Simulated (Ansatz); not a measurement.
Molecular dynamics on a 2×2×2 supercell (16 atoms) of LiCl (rocksalt), relaxed with r2SCAN. Forces come from r2SCAN in the PAW code Ansatz: Langevin thermostat and barostat (NPT), 1300 K, steps of 1 fs. Spin polarisation is off, nuclei are classical, and the run is far too short for thermal averages.

```yaml
crystal:
  lattice:
    - [0.0, 5.1120739889, 5.1120739889]
    - [5.1120739889, 0.0, 5.1120739889]
    - [5.1120739889, 5.1120739889, 0.0]
  atoms:
    - { symbol: Li, position: [0.0, 0.0, 0.0] }
    - { symbol: Cl, position: [0.25, 0.25, 0.25] }
    - { symbol: Li, position: [0.0, 0.0, 0.5] }
    - { symbol: Cl, position: [0.25, 0.25, 0.75] }
    - { symbol: Li, position: [0.0, 0.5, 0.0] }
    - { symbol: Cl, position: [0.25, 0.75, 0.25] }
    - { symbol: Li, position: [0.0, 0.5, 0.5] }
    - { symbol: Cl, position: [0.25, 0.75, 0.75] }
    - { symbol: Li, position: [0.5, 0.0, 0.0] }
    - { symbol: Cl, position: [0.75, 0.25, 0.25] }
    - { symbol: Li, position: [0.5, 0.0, 0.5] }
    - { symbol: Cl, position: [0.75, 0.25, 0.75] }
    - { symbol: Li, position: [0.5, 0.5, 0.0] }
    - { symbol: Cl, position: [0.75, 0.75, 0.25] }
    - { symbol: Li, position: [0.5, 0.5, 0.5] }
    - { symbol: Cl, position: [0.75, 0.75, 0.75] }
kpoints:
  mp_grid: { grid: [2, 2, 2] }
hamiltonian:
  xc: r2scan
scf:
  occupations: { method: fermi_dirac, width: 0.112 }
md:
  ensemble: npt_langevin
  temperature: 1300
  timestep: 1.0
  n_steps: 30
  initial_velocities: maxwell_boltzmann
  seed: 5772
```

Command: `ansatz run input.yaml --threads 4 --pin off --max-ram 3686MiB --backend cpu --events-out ev --progress --plain --runs-dir out`. It took 4.1 min on 4 threads of Intel(R) Xeon(R) Platinum 8259CL CPU @ 2.50GHz (Skylake/Cascade Lake), on a shared host; peak host memory 1.8 GiB.

```tsv
step	t (fs)	T (K)	free energy F from step 0 (meV/atom)	kinetic energy (meV/atom)	pressure (GPa)	volume (Å³/atom)	largest force (eV/Å)
0	0	1219	0.0	157.5	1.12	16.70	0.00
1	1	1190	0.2	153.9	1.11	16.70	0.05
2	2	1202	0.9	155.3	1.15	16.70	0.11
3	3	1242	1.9	160.5	1.22	16.69	0.18
4	4	1211	3.5	156.5	1.26	16.69	0.25
5	5	1219	5.5	157.6	1.36	16.69	0.33
6	6	1183	8.1	152.9	1.43	16.69	0.42
7	7	1052	11.1	136.0	1.43	16.69	0.52
8	8	970	14.5	125.4	1.48	16.69	0.62
9	9	968	18.2	125.1	1.60	16.70	0.73
10	10	993	22.4	128.4	1.74	16.71	0.84
11	11	993	27.3	128.4	1.88	16.73	0.96
12	12	936	32.6	121.0	1.97	16.74	1.09
13	13	914	38.1	118.2	2.11	16.76	1.23
14	14	815	43.7	105.4	2.17	16.78	1.37
15	15	704	48.8	91.0	2.19	16.80	1.51
16	16	711	53.6	91.8	2.29	16.83	1.62
17	17	693	58.2	89.6	2.37	16.85	1.73
18	18	707	62.8	91.4	2.47	16.88	1.83
19	19	625	66.8	80.8	2.48	16.90	1.92
20	20	643	69.9	83.1	2.55	16.92	1.97
21	21	637	72.6	82.4	2.59	16.94	2.01
22	22	666	75.2	86.1	2.65	16.96	2.02
23	23	628	77.4	81.2	2.65	16.99	1.99
24	24	586	79.4	75.7	2.62	17.01	1.95
25	25	497	80.7	64.2	2.52	17.05	1.89
26	26	494	81.5	63.9	2.48	17.08	1.83
27	27	539	82.1	69.6	2.46	17.12	1.79
28	28	550	82.3	71.2	2.41	17.15	1.73
29	29	562	81.8	72.7	2.35	17.19	1.66
30	30	552	81.1	71.3	2.25	17.23	1.65
```

The temperature starts at 1219 K, is lowest at step 26 (494 K, 26 fs) and ends at 552 K. The thermostat hasn't had time to restore it. The atoms start on their lattice sites with kinetic energy alone, so much of it first passes into potential energy.

Positions (Å) and forces (eV/Å) at step 30:
```
cell (Å): 0.000 5.165 5.165; 5.165 0.000 5.165; 5.165 5.165 0.000
Li   0.258   0.071  -0.115    -0.202  -0.169   0.213
Cl   2.661   2.589   2.439    -0.650  -0.335   0.146
Li   2.569   3.117  -0.140     0.080  -1.260   0.831
Cl   5.007   5.174   2.601     0.775   0.070  -0.265
Li   2.384  -0.110   2.297    -0.030   0.142   0.234
Cl   5.234   2.484   5.183    -0.099   0.293  -0.085
Li   4.870   2.676   2.758     0.474  -0.008  -0.131
Cl   7.758   5.162   5.142    -0.155   1.632   0.202
Li  -0.255   2.552   2.241     0.100  -0.107   0.639
Cl   2.681   4.954   5.035    -0.076  -0.131   0.849
Li   2.722   5.150   2.723    -0.270   0.019  -0.241
Cl   5.135   7.712   5.199    -0.317   0.043   0.177
Li   2.117   2.430   5.008     0.727   0.051  -0.207
Cl   5.348   5.228   7.856    -0.273  -0.185   0.062
Li   5.218   5.127   5.667    -0.044   0.149  -0.842
Cl   7.770   7.848   8.113    -0.040  -0.205  -1.582
```
